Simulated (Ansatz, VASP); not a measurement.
# Zn16HO16 (bond-centred H+ along c in ZnO): VASP beside Ansatz

Aim: how closely do two programs agree when they are given the same cell, functional and k mesh? The cell is taken from a series of runs on this material, whose earlier steps may have relaxed, scaled, displaced or heated it; both programs get it as it stands.

Method: plane waves, with VASP 6.6.1 beside it; single point at HSE06, in Ansatz 0.2.0.

### 1. The structure

The cell holds 33 atoms: 16 Zn, 16 O and 1 H. Cell: a = 6.559 Å, b = 6.559 Å, c = 10.587 Å, α = 90.0°, β = 90.0°, γ = 120.0°. It derives from ZnO (ZnO (P6_3mc)). Nearest the centre at fractional (0.667, 0.333, 0.368): H33 at 0.13 Å, O26 at 1.02 Å, Zn9 at 2.10 Å, Zn12 at 2.50 Å, Zn16 at 2.50 Å, Zn4 at 2.50 Å, O29 at 2.75 Å, O17 at 2.75 Å. The cell carries charge +1.

### 2. VASP: single point, HSE06

With cell and atoms fixed, the geometry can't cause a difference; cores, projectors, grids and the points listed under the comparison can.

Lines of VASP's logs that name or quote its potential files are left out, and so is its time.

The run reads the wave functions of an earlier VASP run, which isn't shown here.

Input file INCAR:

```
SYSTEM = Zn16HO16
PREC = Accurate
ENCUT = 520
EDIFF = 1E-06
NELM = 100
ISMEAR = -1
SIGMA = 0.01
LREAL = Auto
ALGO = Normal
LHFCALC = .TRUE.
AEXX = 0.25
GGA = PE
HFSCREEN = 0.208
LASPH = .TRUE.
NELECT = 288
NBANDS = 167
PRECFOCK = Fast
LORBIT = 11
LWAVE = .FALSE.
LCHARG = .FALSE.
ISIF = 2
```

Input file POSCAR:

```
Zn16HO16
1.0
    6.5590399409      0.0000000000      0.0000000000
   -3.2795199705      5.6802952133      0.0000000000
    0.0000000000      0.0000000000     10.5865021122
Zn O H
16 16 1
Direct
    0.1662286344      0.3325417713      0.2509164855
    0.3162044722      0.1580671842      0.9926836674
    0.1695924243      0.3393932066      0.7500102153
    0.3148721462      0.1574237212      0.5105722283
    0.1662162732      0.8336013829      0.2509243839
    0.3332193108      0.6665727090      0.0047677299
    0.1696008818      0.8301546867      0.7500235973
    0.3331800425      0.6665717630      0.4977075840
    0.6666411340      0.3332452718      0.1702632931
    0.8417553045      0.1580391861      0.9926449497
    0.6665259593      0.3332409554      0.7579564525
    0.8422668442      0.1574773974      0.5105031973
    0.6672571784      0.8335822800      0.2509092202
    0.8417389223      0.6836199205      0.9926618638
    0.6603859781      0.8301767856      0.7499962472
    0.8422938004      0.6848171979      0.5105369632
    0.3278754745      0.1638941621      0.1831000268
    0.1646292786      0.3294893987      0.4390524984
    0.3347981306      0.1673727630      0.6955516900
    0.1690536728      0.3382044513      0.9358886831
    0.3332179647      0.6665745970      0.1923645254
    0.1646350366      0.8351096584      0.4390614397
    0.3331950855      0.6665749459      0.6834058856
    0.1690401887      0.8307703341      0.9359029984
    0.8359834091      0.1638313383      0.1830437715
    0.6664305051      0.3332392381      0.4647171715
    0.8323792470      0.1673961931      0.6955002916
    0.6665721549      0.3332420305      0.9554478243
    0.8359525665      0.6720069298      0.1830698960
    0.6702644953      0.8351199686      0.4390455782
    0.8323884574      0.6649529360      0.6955257758
    0.6615804176      0.8307481281      0.9358739490
    0.6662119905      0.3332335815      0.3810361560
```

Input file KPOINTS:

```
Automatic mesh
0
Gamma
1 1 1
0 0 0
```

PAW data sets: Zn, O and H (PBE family, release 64).

Started as:

```bash
> export OMP_NUM_THREADS=3
> mpirun -np 1 vasp_gam
```

Numbers of over 12 decimals in the logs are rounded to 6 here.

Log:

```text
[banner, memory and clock lines left out]
running    1 mpi-ranks, on    1 nodes
[...]
Offloading initialized ...    1 GPUs detected
[...]
LDA part: xc-table for (Slater+PW92), standard interpolation
 found WAVECAR, reading the header
 POSCAR, INCAR and KPOINTS ok, starting setup
[...]
reading WAVECAR
 the WAVECAR file was read successfully
 initial charge from wavefunction
 entering main loop
       N       E                     dE             d eps       ncg     rms          rms(c)
DAV:   1    -0.183197588103E+03   -0.18320E+03   -0.11526E+01   412   0.427E+01    0.681E+00
DAV:   2    -0.183119178724E+03    0.78409E-01   -0.50203E+00   412   0.154E+01    0.222E+00
DAV:   3    -0.183139849689E+03   -0.20671E-01   -0.49264E-01   444   0.456E+00    0.122E+00
DAV:   4    -0.183143291031E+03   -0.34413E-02   -0.72815E-02   372   0.107E+00    0.691E-01
[...]
DAV:  11    -0.183139704889E+03    0.30374E-05   -0.55744E-06   356   0.182E-02    0.187E-02
DAV:  12    -0.183139703431E+03    0.14582E-05   -0.30364E-06   308   0.115E-02    0.115E-02
DAV:  13    -0.183139702646E+03    0.78548E-06   -0.14013E-06   220   0.846E-03
   1 F= -.18313970E+03 E0= -.18313970E+03  d E =-.316687E-11
```

OUTCAR, selected parts (step 2):

```text
  Total       -2.8089373     -2.8193712     -6.7313685     -0.0054849     -0.0001731     -0.0074455
  in kB      -11.4100870    -11.4524700    -27.3432592     -0.0222799     -0.0007030     -0.0302439
  external PRESSURE =     -16.7352721 kB  Pullay stress =       0.0000000 kB

 POSITION                                       TOTAL-FORCE (eV/Angst)
 -----------------------------------------------------------------------------------
     -0.00028      1.88894      2.65633         0.000054     -0.009543     -0.011840
      1.55561      0.89787     10.50905         0.001405      0.000864      0.003845
     -0.00068      1.92785      7.93998         0.000030     -0.002476     -0.006110
      1.54898      0.89421      5.40517        -0.005288     -0.003073      0.028515
     -1.64359      4.73510      2.65641        -0.008128      0.004830     -0.011974
     -0.00044      3.78633      0.05047         0.000081      0.000211      0.006964
     -1.61009      4.71552      7.94013        -0.002028      0.001201     -0.006187
     -0.00069      3.78632      5.26898         0.000142      0.000112     -0.007341
      3.27964      1.89293      1.80249        -0.000171      0.000116      0.068826
      5.00281      0.89771     10.50864        -0.001594      0.000740      0.003727
      3.27890      1.89291      8.02411         0.000079     -0.000003      0.034229
      5.00801      0.89452      5.40444         0.005138     -0.003165      0.028704
      1.64282      4.73499      2.65625         0.008120      0.004759     -0.011831
      3.27905      3.88316     10.50882         0.000035     -0.001863      0.004088
[...]
-----------------------------------------------------------------------------------
    total drift:                               -0.000059      0.001357     -0.002443

  FREE ENERGIE OF THE ION-ELECTRON SYSTEM (eV)
  ---------------------------------------------------
  free  energy   TOTEN  =      -183.1397026457 eV

  energy  without entropy=     -183.1397026456  energy(sigma->0) =     -183.13970265

[... 3 further parts left out ...]
[key lines of the parts left out:]
E-fermi :   0.0503
```

The run ends at a pressure of -1.67 GPa, with forces up to 5.3 eV/Å.

(Continued in part 2 of 2.)

[Lines on the potential files, build, host, timing and source positions are cut from VASP's logs without a mark.]

[Logs are printed without paths, hosts, clocks, repeated set-up lines and the standing remarks that a program may print on its own settings, such as how far it seeks lower states.]

[Hosts, paths, dates, database ids (printed as entryN), source tags and the programs' standing remarks are cut or masked in the printed files.]
